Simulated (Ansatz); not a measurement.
# GaN (P6_3mc): polarisation and piezoelectric response, part 2 of 2

Aim: the Berry-phase polarisation of GaN (P6_3mc) and its elastic and piezoelectric constants.

Ansatz 0.2.0; DFT PBEsol, scalar-relativistic, plane waves, PAW.

### 3 Elastic and piezoelectric constants, atoms relaxed

The COD entry's cell or inner coordinates are ideal or old and differ from later refinements, so a difference from it is no clean test against experiment.

Input file input.yaml:

```yaml
crystal:
  lattice:
    - [3.1827403656, 1.0e-10, 0.0]
    - [-1.5913701828, 2.7563340102, 0.0]
    - [0.0, 0.0, 5.1854270288]
  atoms:
    - { symbol: Ga, position: [0.3333333333, 0.6666666667, -0.0008070976] }
    - { symbol: Ga, position: [0.6666666667, 0.3333333333, 0.4991929024] }
    - { symbol: "N", position: [0.3333333333, 0.6666666667, 0.3758070976] }
    - { symbol: "N", position: [0.6666666667, 0.3333333333, 0.8758070976] }
basis:
  ecutwfc: 420
  ecutrho_ratio: 4
kpoints:
  mp_grid: { grid: [12, 12, 8] }
hamiltonian:
  xc: pbesol
scf:
  occupations: { method: fixed }
output:
  forces: true
  stress: true
  eigenvalues: true
  polarization: {}
elastic:
  mode: relaxed_ion
  stencil: two_point
```

The run is started by

```
> ansatz run input.yaml --threads 4 --pin off --max-ram 9216MiB --backend cpu --events-out ev --progress --plain --runs-dir out
```

What it wrote:

```text
Warning: RAYON_NUM_THREADS=4 ignored (pool sized by the plan → 4); use --threads N
Engine: ansatz 0.2.0, x86_64-unknown-linux-gnu
Pseudopotentials: kind: paw
Pseudopotential: Ga, paw, valence charge 13, recommended cutoff 420 eV (normal), Ga.paw.azcp
Pseudopotential: N, paw, valence charge 5, recommended cutoff 420 eV (normal), N.paw.azcp
Functional definition: PBEsol
  exchange = pbesol_x
  correlation = pbesol_c
Crystal: 4 atoms, lattice volume = 45.490 Å³
Basis set: ecut = 420 eV, 893 PW (Γ), exchange–correlation on 48×48×72 points (8 copies of the dense FFT grid, shifted against one another)
Bands: 22, of which v1, the nominal top of the filled ones, is band 18 counted from 1 (17 counted from 0)
Symmetry: 12 space group operations
Space group: P63mc (ITA 186), of the structure as read, at distance tolerance 3.6e-5 Å
k-points: 95 of 1152 (time reversal used)
Non-local potential: Ga, projectors of the file, l = 0: 2, l = 1: 2, l = 2: 3, l = 3: 1
Non-local potential: N, projectors of the file, l = 0: 2, l = 1: 2, l = 2: 1
PAW form: soft (Blöchl's): semilocal exchange-correlation on the pseudo side does not see the compensation charge
PAW frozen core: Ga, regenerated for the run's functional, and the local potential with it (the file was generated under x = pbe(κ = 0.804, μ = 0.2195149727645171), c = pbe(β = 0.06672455060314922))
PAW frozen core: N, regenerated for the run's functional, and the local potential with it (the file was generated under x = pbe(κ = 0.804, μ = 0.2195149727645171), c = pbe(β = 0.06672455060314922))
PAW one-centre angular grid: Ga, 590 points (default); XC on 64 Gauss nodes
PAW one-centre angular grid: N, 110 points (default); XC on 64 Gauss nodes
Initial density: superposition of atomic densities (neutral atoms: chi_scale 0, normalization atom), corrected by the library's trained network
Initial wavefunctions: pseudopotential atomic-orbital guess
Functional: x = pbesol(κ = 0.804, μ = 0.12345679012345678), c = pbesol(β = 0.046)
SCF iter   1: F=—  HF=-8245.714484 eV  |F-HF|=—  |Δ(HF+E_count)|=         —  Δρ=1.27e-2  dr2=7.11e-2  ethr=1.77e-3  ⟨swp⟩=4.3  Hψ=7357  notcnv=0  defer=84
preconditioner: auto → Resta (q_TF=auto, 2.624 Å⁻¹)  ε∞=5.0  [insulator: Δε(μ)=1.780 eV  Ē_g=16.499 eV  n_scr=22 (ndim 8)  ℏωp=33.0 eV  f_vac=0.009  ε∞_Penn≈5.0]
SCF iter   2: F=—  HF=-8245.694467 eV  |F-HF|=—  |Δ(HF+E_count)|=   2.00e-2  Δρ=1.89e-3  dr2=1.65e-3  ethr=1.97e-4  ⟨swp⟩=2.1  Hψ=3431  notcnv=0  defer=185
SCF iter   3: F=—  HF=-8245.694274 eV  |F-HF|=—  |Δ(HF+E_count)|=   1.93e-4  Δρ=8.91e-4  dr2=2.68e-4  ethr=4.58e-6  ⟨swp⟩=2.0  Hψ=2794  notcnv=0  defer=186
SCF iter   4: F=—  HF=-8245.694295 eV  |F-HF|=—  |Δ(HF+E_count)|=   2.13e-5  Δρ=1.57e-4  dr2=1.26e-5  ethr=7.46e-7  ⟨swp⟩=2.0  Hψ=3800  notcnv=0  defer=43
SCF iter   5: F=—  HF=-8245.694270 eV  |F-HF|=—  |Δ(HF+E_count)|=   2.48e-5  Δρ=1.06e-4  dr2=3.25e-6  ethr=3.50e-8  ⟨swp⟩=2.0  Hψ=3787  notcnv=0
SCF iter   6: F=—  HF=-8245.694272 eV  |F-HF|=—  |Δ(HF+E_count)|=   1.86e-6  Δρ=2.02e-5  dr2=1.33e-7  ethr=9.04e-9  ⟨swp⟩=2.8  Hψ=3795  notcnv=0
SCF iter   7: F=—  HF=-8245.694272 eV  |F-HF|=—  |Δ(HF+E_count)|=   7.94e-8  Δρ=3.05e-6  dr2=4.18e-9  ethr=3.68e-10  ⟨swp⟩=2.3  Hψ=3193  notcnv=0
SCF iter   8: F=—  HF=-8245.694272 eV  |F-HF|=—  |Δ(HF+E_count)|=   5.48e-9  Δρ=5.35e-7  dr2=1.45e-10  ethr=1.16e-11  ⟨swp⟩=2.1  Hψ=3201  notcnv=0
SCF iter   9: F=—  HF=-8245.694272 eV  |F-HF|=—  |Δ(HF+E_count)|=  1.29e-10  Δρ=9.27e-8  dr2=3.30e-12  ethr=4.03e-13 (applied; sched 1.00e-12)  ⟨swp⟩=2.0  Hψ=3692  notcnv=0
SCF iter  10: F=—  HF=-8245.694272 eV  |F-HF|=—  |Δ(HF+E_count)|=  1.82e-12  Δρ=1.43e-8  dr2=1.05e-13  ethr=9.17e-15 (applied; sched 1.00e-12)  ⟨swp⟩=2.0  Hψ=3733  notcnv=0
SCF iter  11: F=-8245.694272 eV  HF=-8245.694272 eV  |F-HF|=1.82e-12  |Δ(HF+E_count)|=  3.64e-12  Δρ=3.83e-9  dr2=6.62e-15  ethr=1.00e-12  ⟨swp⟩=5.0  Hψ=8815  notcnv=0
SCF 1 converged in 11 iterations: F = -8245.694272 eV  dr2 = 6.62e-15
relax step   1: F+E_penalty+E_count = -8245.69427209 eV  Δ(F+E_penalty+E_count) = +0.000e0 eV  max|allowed force component| = 4.473e-4 eV/Å  Δτ_max = 0.0000 Å  (11 SCF iters, accepted)
[... from here on, the SCF cycles and remarks between the steps are left out ...]
relax step   2: F+E_penalty+E_count = -8245.69427210 eV  Δ(F+E_penalty+E_count) = -8.586e-9 eV  max|allowed force component| = 3.158e-4 eV/Å  Δτ_max = 0.0000 Å  (7 SCF iters, accepted)
relax step   3: F+E_penalty+E_count = -8245.69427210 eV  Δ(F+E_penalty+E_count) = -8.529e-9 eV  max|allowed force component| = 1.692e-7 eV/Å  Δτ_max = 0.0000 Å  (7 SCF iters, accepted)
relax step   1: F+E_penalty+E_count = -8245.69401691 eV  Δ(F+E_penalty+E_count) = +0.000e0 eV  max|allowed force component| = 1.892e-2 eV/Å  Δτ_max = 0.0000 Å  (10 SCF iters, accepted)
relax step   2: F+E_penalty+E_count = -8245.69403633 eV  Δ(F+E_penalty+E_count) = -1.942e-5 eV  max|allowed force component| = 1.220e-2 eV/Å  Δτ_max = 0.0005 Å  (8 SCF iters, accepted)
relax step   3: F+E_penalty+E_count = -8245.69405240 eV  Δ(F+E_penalty+E_count) = -1.608e-5 eV  max|allowed force component| = 4.161e-4 eV/Å  Δτ_max = 0.0007 Å  (9 SCF iters, accepted)
relax step   4: F+E_penalty+E_count = -8245.69405245 eV  Δ(F+E_penalty+E_count) = -4.984e-8 eV  max|allowed force component| = 5.604e-5 eV/Å  Δτ_max = 0.0001 Å  (7 SCF iters, accepted)
relax step   5: F+E_penalty+E_count = -8245.69405245 eV  Δ(F+E_penalty+E_count) = -2.048e-9 eV  max|allowed force component| = 1.732e-6 eV/Å  Δτ_max = 0.0000 Å  (7 SCF iters, accepted)
relax step   1: F+E_penalty+E_count = -8245.69398849 eV  Δ(F+E_penalty+E_count) = +0.000e0 eV  max|allowed force component| = 1.854e-2 eV/Å  Δτ_max = 0.0000 Å  (10 SCF iters, accepted)
relax step   2: F+E_penalty+E_count = -8245.69400733 eV  Δ(F+E_penalty+E_count) = -1.884e-5 eV  max|allowed force component| = 1.194e-2 eV/Å  Δτ_max = 0.0005 Å  (8 SCF iters, accepted)
relax step   3: F+E_penalty+E_count = -8245.69402292 eV  Δ(F+E_penalty+E_count) = -1.559e-5 eV  max|allowed force component| = 4.213e-4 eV/Å  Δτ_max = 0.0007 Å  (9 SCF iters, accepted)
relax step   4: F+E_penalty+E_count = -8245.69402297 eV  Δ(F+E_penalty+E_count) = -4.750e-8 eV  max|allowed force component| = 5.090e-5 eV/Å  Δτ_max = 0.0001 Å  (7 SCF iters, accepted)
relax step   5: F+E_penalty+E_count = -8245.69402297 eV  Δ(F+E_penalty+E_count) = -1.730e-9 eV  max|allowed force component| = 1.585e-6 eV/Å  Δτ_max = 0.0000 Å  (7 SCF iters, accepted)
relax step   1: F+E_penalty+E_count = -8245.69400551 eV  Δ(F+E_penalty+E_count) = +0.000e0 eV  max|allowed force component| = 2.031e-2 eV/Å  Δτ_max = 0.0000 Å  (10 SCF iters, accepted)
relax step   2: F+E_penalty+E_count = -8245.69402302 eV  Δ(F+E_penalty+E_count) = -1.751e-5 eV  max|allowed force component| = 1.431e-2 eV/Å  Δτ_max = 0.0003 Å  (8 SCF iters, accepted)
relax step   3: F+E_penalty+E_count = -8245.69404032 eV  Δ(F+E_penalty+E_count) = -1.730e-5 eV  max|allowed force component| = 6.673e-5 eV/Å  Δτ_max = 0.0006 Å  (9 SCF iters, accepted)
relax step   4: F+E_penalty+E_count = -8245.69404032 eV  Δ(F+E_penalty+E_count) = +1.222e-9 eV  max|allowed force component| = 1.372e-4 eV/Å  Δτ_max = 0.0000 Å  (7 SCF iters, rejected (line search))
relax step   5: F+E_penalty+E_count = -8245.69404032 eV  Δ(F+E_penalty+E_count) = -3.765e-10 eV  max|allowed force component| = 9.412e-9 eV/Å  Δτ_max = 0.0000 Å  (6 SCF iters, accepted)
relax step   1: F+E_penalty+E_count = -8245.69397432 eV  Δ(F+E_penalty+E_count) = +0.000e0 eV  max|allowed force component| = 1.943e-2 eV/Å  Δτ_max = 0.0000 Å  (10 SCF iters, accepted)
relax step   2: F+E_penalty+E_count = -8245.69399070 eV  Δ(F+E_penalty+E_count) = -1.638e-5 eV  max|allowed force component| = 1.375e-2 eV/Å  Δτ_max = 0.0002 Å  (8 SCF iters, accepted)
relax step   3: F+E_penalty+E_count = -8245.69400707 eV  Δ(F+E_penalty+E_count) = -1.637e-5 eV  max|allowed force component| = 6.309e-5 eV/Å  Δτ_max = 0.0006 Å  (9 SCF iters, accepted)
relax step   4: F+E_penalty+E_count = -8245.69400707 eV  Δ(F+E_penalty+E_count) = -3.365e-10 eV  max|allowed force component| = 7.447e-6 eV/Å  Δτ_max = 0.0000 Å  (6 SCF iters, accepted)
relax step   1: F+E_penalty+E_count = -8245.69419333 eV  Δ(F+E_penalty+E_count) = +0.000e0 eV  max|allowed force component| = 1.092e-2 eV/Å  Δτ_max = 0.0000 Å  (9 SCF iters, accepted)
relax step   2: F+E_penalty+E_count = -8245.69419822 eV  Δ(F+E_penalty+E_count) = -4.885e-6 eV  max|allowed force component| = 7.505e-3 eV/Å  Δτ_max = 0.0001 Å  (8 SCF iters, accepted)
relax step   3: F+E_penalty+E_count = -8245.69420261 eV  Δ(F+E_penalty+E_count) = -4.392e-6 eV  max|allowed force component| = 1.542e-5 eV/Å  Δτ_max = 0.0003 Å  (8 SCF iters, accepted)
relax step   1: F+E_penalty+E_count = -8245.69419333 eV  Δ(F+E_penalty+E_count) = +0.000e0 eV  max|allowed force component| = 1.092e-2 eV/Å  Δτ_max = 0.0000 Å  (9 SCF iters, accepted)
relax step   2: F+E_penalty+E_count = -8245.69419822 eV  Δ(F+E_penalty+E_count) = -4.885e-6 eV  max|allowed force component| = 7.505e-3 eV/Å  Δτ_max = 0.0001 Å  (8 SCF iters, accepted)
relax step   3: F+E_penalty+E_count = -8245.69420261 eV  Δ(F+E_penalty+E_count) = -4.392e-6 eV  max|allowed force component| = 1.547e-5 eV/Å  Δτ_max = 0.0003 Å  (8 SCF iters, accepted)
iter 1 solved again at ethr=1.00e-12 eV; its pass at ethr=3.10e-3 eV (dr2=4.57e-11 eV) is discarded
SCF iter   1: F=—  HF=-8245.694218 eV  |F-HF|=—  |Δ(HF+E_count)|=         —  Δρ=6.90e-7  dr2=4.94e-11  ethr=1.00e-12  ⟨swp⟩=2.0  Hψ=32539  notcnv=0
SCF iter   2: F=—  HF=-8245.694203 eV  |F-HF|=—  |Δ(HF+E_count)|=   1.56e-5  Δρ=3.30e-7  dr2=1.38e-11  ethr=1.37e-13 (applied; sched 1.00e-12)  ⟨swp⟩=3.0  Hψ=18376  notcnv=0
SCF iter   3: F=—  HF=-8245.694203 eV  |F-HF|=—  |Δ(HF+E_count)|=    0.00e0  Δρ=2.21e-7  dr2=5.16e-12  ethr=3.83e-14 (applied; sched 1.00e-12)  ⟨swp⟩=1.0  Hψ=7040  notcnv=0
SCF iter   4: F=—  HF=-8245.694203 eV  |F-HF|=—  |Δ(HF+E_count)|=    0.00e0  Δρ=1.61e-7  dr2=2.74e-12  ethr=1.43e-14 (applied; sched 1.00e-12)  ⟨swp⟩=1.0  Hψ=7040  notcnv=0
SCF iter   5: F=—  HF=-8245.694203 eV  |F-HF|=—  |Δ(HF+E_count)|=    0.00e0  Δρ=9.03e-8  dr2=8.24e-13  ethr=7.61e-15 (applied; sched 1.00e-12)  ⟨swp⟩=1.0  Hψ=7040  notcnv=0
SCF iter   6: F=—  HF=-8245.694203 eV  |F-HF|=—  |Δ(HF+E_count)|=  1.82e-12  Δρ=4.98e-8  dr2=2.54e-13  ethr=2.29e-15 (applied; sched 1.00e-12)  ⟨swp⟩=1.0  Hψ=7040  notcnv=0
SCF iter   7: F=-8245.694203 eV  HF=-8245.694203 eV  |F-HF|=0.00e0  |Δ(HF+E_count)|=  1.82e-12  Δρ=2.72e-8  dr2=7.76e-14  ethr=1.00e-12  ⟨swp⟩=3.2  Hψ=19965  notcnv=0
SCF 35 converged in 7 iterations: F = -8245.694203 eV  dr2 = 7.76e-14
NSCF: frozen V_eff on 322 k-points
NSCF: frozen V_eff on 98 k-points
SCF converged after 9 iterations
Free energy (F): -8245.694272 eV
Harris-Foulkes:  -8245.694272 eV  (|F-HF|=5.46e-12)
Internal energy: -8245.694272 eV  (E = F + TS)
E sigma→0 (E₀):  -8245.694272 eV
Fermi energy:    9.621904 eV
--- Per-component energies (eV) ---
  E_band       = -13.175814
  E_kinetic    = 493.529772
  E_local      = -3897.504828  (includes V_loc(G=0)·N_el)
  E_nonlocal   = 951.066188
  E_hartree    = 1790.958924
  E_xc         = -255.409326
  E_vxc        = -267.767475  (∫ρ·V_xc dr)
  E_paw        = -4152.065605  (= ΣΔE_a)
  E_vpaw       = -874.417426  (= ΣTr[D̂ρ^β])
  E_aug_tail   = 0.000111  (compensation charges beyond the density's cutoff)
  E_ewald      = -3178.051660
  E_core_change = 1.782153  (= ΣΔE_core)
  E_smearing   = -0.000000  (= −TS)
  E_closure    = -0.000000  (closes the sum)
  Σ components = -8245.694272   (vs F -8245.694272, Δ=0.00e0)
--- Forces (eV/Å), atoms counted from 1 ---
  atom   1  Ga    -0.00000000    -0.00000000     0.00000003
  atom   2  Ga     0.00000000     0.00000000     0.00000003
  atom   3  N      0.00000000    -0.00000000    -0.00000032
  atom   4  N      0.00000000     0.00000000    -0.00000032
  max |Σ_I F_I| component: 5.80e-7 eV/Å
--- Stress (GPa, compression-positive) ---
       -0.021671      -0.000000       0.000000
       -0.000000      -0.021671       0.000000
        0.000000       0.000000      -0.007237
  P = ⅓ Tr σ = -0.0169 GPa (-0.169 kbar)
--- Band table (eV; the first three rows and the last of 95) ---
  k-point 0: bands = ["-6.3873", "-5.4552", "-3.8623", "-3.8468", "-3.8468", "-3.7851", "-3.7851", "-3.5902", "-3.5902", "-3.4904", "-3.4904", "-2.2238", "2.4677", "8.5745", "8.5745", "9.5778", "9.6219", "9.6219", "11.4966", "13.8229", "18.7279", "19.4381"]
  k-point 1: bands = ["-6.3405", "-5.4724", "-3.8503", "-3.8460", "-3.8460", "-3.7889", "-3.7889", "-3.5849", "-3.5849", "-3.4929", "-3.4929", "-2.3963", "2.7679", "8.6125", "8.6125", "9.0658", "9.5804", "9.5804", "11.9363", "13.8552", "18.6158", "19.4546"]
  k-point 2: bands = ["-6.2087", "-5.5304", "-3.8431", "-3.8431", "-3.8064", "-3.7991", "-3.7991", "-3.5706", "-3.5706", "-3.5005", "-3.5005", "-2.7878", "3.5410", "8.0630", "8.7205", "8.7205", "9.4616", "9.4616", "12.7011", "13.9304", "18.3363", "19.0622"]
  k-point 94: bands = ["-5.2814", "-5.2814", "-3.7267", "-3.7267", "-3.7102", "-3.7102", "-3.5699", "-3.5699", "-3.5449", "-3.5449", "-1.7657", "-1.7657", "3.3899", "3.3899", "5.3492", "5.3492", "8.1223", "8.1223", "15.9620", "15.9620", "16.8230", "16.8230"]
--- Elastic constants: 3 strain directions × 2 members + reference (group order 12) ---
  dense FFT box of the reference and of every strained cell: 24×24×36
  strains applied: 11, 33, 23; error gains: componentwise 1.00 (the most a stress slope's error grows in a printed constant), spectral 1.41 (1 for all six strains in a standard setting)
  reference relaxed by the batch: 3 steps; max|allowed force component| 4.47e-4 eV/Å at the deck's positions, 1.69e-7 at the last accepted step, 1.77e-7 by the solve of record
  largest displacement 1.9e-5 Å; the constants are those of the deck's cell at these positions:
  atoms:
    - { symbol: Ga, position: [0.33333333333333337, 0.6666666666666666, -0.0008107889446083053] }
    - { symbol: Ga, position: [0.6666666666666666, 0.3333333333333333, 0.49918921105539177] }
    - { symbol: N, position: [0.33333333333333337, 0.6666666666666666, 0.3758107889446083] }
    - { symbol: N, position: [0.6666666666666666, 0.3333333333333333, 0.8758107889446083] }
  C = ∂σ_k/∂η_j (tension-positive GPa; Voigt order 11 22 33 23 13 12):
       343.932    127.975     92.673     -0.000     -0.000      0.000
       127.975    343.932     92.673     -0.000     -0.000      0.000
        92.696     92.696    381.510     -0.000     -0.000      0.000
         0.000     -0.000     -0.000     91.458     -0.000     -0.000
         0.000     -0.000      0.000      0.000     91.458     -0.000
         0.000     -0.000      0.000     -0.000     -0.000    107.979
  reference stress σ⁰ (GPa):      0.022      0.022      0.007     -0.000     -0.000      0.000
  C* (energy form; C + prestress term) asymmetry max|C*_kj − C*_jk| = 8.122e-3 GPa — a small one proves nothing (zero by symmetry where the batch's group is 432, −43m or m−3m); a large one is finite-difference/SCF noise where every solve meets its electron count
  moduli (Voigt/Reuss/Hill, GPa): K = 188.45/188.45/188.45   G = 108.58/105.63/107.11   E = 270.14   ν = 0.261
  mechanically stable: yes (min eigenvalue of sym C = 91.46 GPa)
  e, the proper piezoelectric tensor (elastic.mode: relaxed_ion; C/m²; rows x y z; Voigt order 11 22 33 23 13 12):
       0.00000   -0.00000    0.00000    0.00000   -0.29516    0.00000
      -0.00000    0.00000   -0.00000   -0.29516    0.00000    0.00000
      -0.43154   -0.43154    0.75860   -0.00000   -0.00000   -0.00000
  ±, each entry's uncertainty from the finite density of the strings (C/m²), an estimate: the size of the correction for it that the entry includes:
       0.00000    0.00000    0.00000    0.00000    0.00230    0.00000
       0.00000    0.00000    0.00000    0.00230    0.00000    0.00000
       0.00170    0.00170    0.00173    0.00000    0.00000    0.00000
  the group's symmetry takes up to 7.0e-8 C/m² out of the measured responses: error of the strings' finite density and of the mesh across them, as far as it breaks the symmetry (raise kpoints.mp_grid and any string_points); the largest step of a string from the reference is 0.007 rad
  strain η (Voigt 11):  stress-route row diagonal C_11 = 343.93 GPa, energy-path curvature d²(F+E_count+ΔE)/dδ²/Ω₀ = 344.57 GPa
         δ    σ_11 (GPa)             F (eV)   n_scf  n_hpsi   n_pw
    -2.000e-3      -0.6692       -8245.6940525       8   74028    906   relax 5 steps, max|allowed force component| 1.73e-6 eV/Å
     2.000e-3       0.7065       -8245.6940230       9   77920    906   relax 5 steps, max|allowed force component| 1.58e-6 eV/Å
  strain η (Voigt 33):  stress-route row diagonal C_33 = 381.51 GPa, energy-path curvature d²(F+E_count+ΔE)/dδ²/Ω₀ = 380.72 GPa
         δ    σ_33 (GPa)             F (eV)   n_scf  n_hpsi   n_pw
    -2.000e-3      -0.7574       -8245.6940403       8   32331    906   relax 5 steps, max|allowed force component| 9.41e-9 eV/Å
     2.000e-3       0.7686       -8245.6940071       9   34423    906   relax 4 steps, max|allowed force component| 7.45e-6 eV/Å
  strain η (Voigt 23):  stress-route row diagonal C_44 = 91.46 GPa, energy-path curvature d²(F+E_count+ΔE)/dδ²/Ω₀ = 91.16 GPa
         δ    σ_23 (GPa)             F (eV)   n_scf  n_hpsi   n_pw
    -2.000e-3      -0.1829       -8245.6942026       7  101966    906   relax 3 steps, max|allowed force component| 1.54e-5 eV/Å
     2.000e-3       0.1829       -8245.6942026       7  101994    906   relax 3 steps, max|allowed force component| 1.55e-5 eV/Å
--- Formal polarisation (Berry phase): one branch of a lattice of values; only differences between neighbouring runs are physical ---
  axis  mesh            electronic          ionic      p = total  spread (rad)  least overlap  resolved gap  δp at fixed H ≤   (phases in cycles; p mod 1; gap in eV; gap and δp judge the states as solved, not the mesh's step, its correction or the SCF's stop)
  b1    12×12×8         0.00000000    18.00000000    18.00000000      0.000000         0.9060        1.8747           4.4e-6
  b2    12×12×8         0.00000000    18.00000000    18.00000000      0.000000         0.9060        1.8747           4.4e-6
  b3    12×12×8         0.99538870    12.73702738    13.73241608      0.148727         0.9213        1.8747           3.5e-6
  quantum along a1:   0.06996545 e/Å² =   112.097008 µC/cm²
  quantum along a2:   0.06996545 e/Å² =   112.097008 µC/cm²
  quantum along a3:   0.11399005 e/Å² =   182.632195 µC/cm²
  P = (  0.62968905,   1.09065342,   1.56535880) e/Å² = ( 1008.873076,  1747.419427,  2507.981285) µC/cm²  (mod the quanta)
```

It took 95 s on 4 threads of Intel Xeon 6975P-C (Granite Rapids), shared host; peak memory 0.9 GiB.

Result: volume 11.373 Å³/atom, pressure -0.02 GPa, mesh gap 1.87 eV.

C in GPa, rows and columns xx, yy, zz, yz, xz, xy:

```
343.9 128.0  92.7   0.0   0.0   0.0
128.0 343.9  92.7   0.0   0.0   0.0
 92.7  92.7 381.5   0.0   0.0   0.0
  0.0   0.0   0.0  91.5   0.0   0.0
  0.0   0.0   0.0   0.0  91.5   0.0
  0.0   0.0   0.0   0.0   0.0 108.0
```

| modulus (GPa) | Voigt | Reuss | Hill |
| --- | --- | --- | --- |
| bulk | 188.5 | 188.5 | 188.5 |
| shear | 108.6 | 105.7 | 107.1 |

Young's modulus along Cartesian directions: [100] 287, [010] 287, [001] 345, [110] 287, [101] 247, [011] 247, [111] 247 GPa.

Piezoelectric stress tensor, ions relaxed (C/m²):

|  | xx | yy | zz | yz | xz | xy |
| --- | --- | --- | --- | --- | --- | --- |
| x | 0.000 | 0.000 | 0.000 | 0.000 | -0.295 | 0.000 |
| y | 0.000 | 0.000 | 0.000 | -0.295 | 0.000 | 0.000 |
| z | -0.432 | -0.432 | 0.759 | 0.000 | 0.000 | 0.000 |

### 4 Summary of results

This closing draws on all 2 parts.

```
                     quantity            value
                  K, G (Hill)     188, 107 GPa
largest piezoelectric element  e33 = 0.76 C/m²
```

In words: Only differences of the formal polarisation between neighbouring cells are physical. All eigenvalues of the tensor are positive, so the cell is mechanically stable. K/G = 1.76 lies over Pugh's 1.75, an empirical mark of ductile behaviour drawn from metals, and the universal anisotropy index of 0.14 is moderate. The largest piezoelectric element is e33 = 0.76 C/m². Signs follow the axes of the cell as typed: turning the polar axis over reverses them.
